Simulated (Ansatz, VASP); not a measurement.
Two plane-wave programs on Mg2Ge

```xyz
3
Lattice="0.0000 3.1459 3.1459 3.1459 0.0000 3.1459 3.1459 3.1459 0.0000" Properties=species:S:1:pos:R:3 pbc="T T T"
Ge    0.0000    0.0000    0.0000
Mg    4.7189    4.7189    4.7189
Mg    1.5730    1.5730    1.5730
```

Change from the starting cell: volume scaled by 0.96.

Alike in both runs: task single point; functional PBE; k mesh 7 × 7 × 7; occupations fermi-dirac, width 0.05 eV; no spin polarisation.

```csv
,VASP,Ansatz
version,VASP 6.6.1,Ansatz 0.2.0
potentials or method,"VASP PAW PBE potentials, release 64 (Ge_d, Mg)",Ansatz PAW
plane-wave cutoff (eV),520,420
valence electrons in the cell,18,34
```

|  | VASP | Ansatz | Ansatz less VASP |
| --- | --- | --- | --- |
| gap on the k mesh at the Fermi level (eV) | 0.24 | 0.25 | +0.003 |
| least direct gap on the mesh (eV) | 1.29 | 1.29 | +0.004 |
| pressure (GPa) | 3.3 | 3.4 | +0.16 |

With one functional, cell and mesh, what is left measures potentials, basis and numerics. The two sets of potentials don't hold the same shells in valence.

Caveats: an odd mesh through Γ misses points on the zone boundary, where band edges often lie (VASP); odd divisions of the mesh miss points on the zone boundary, where band edges often lie, so the gap on the mesh can be too wide (Ansatz).
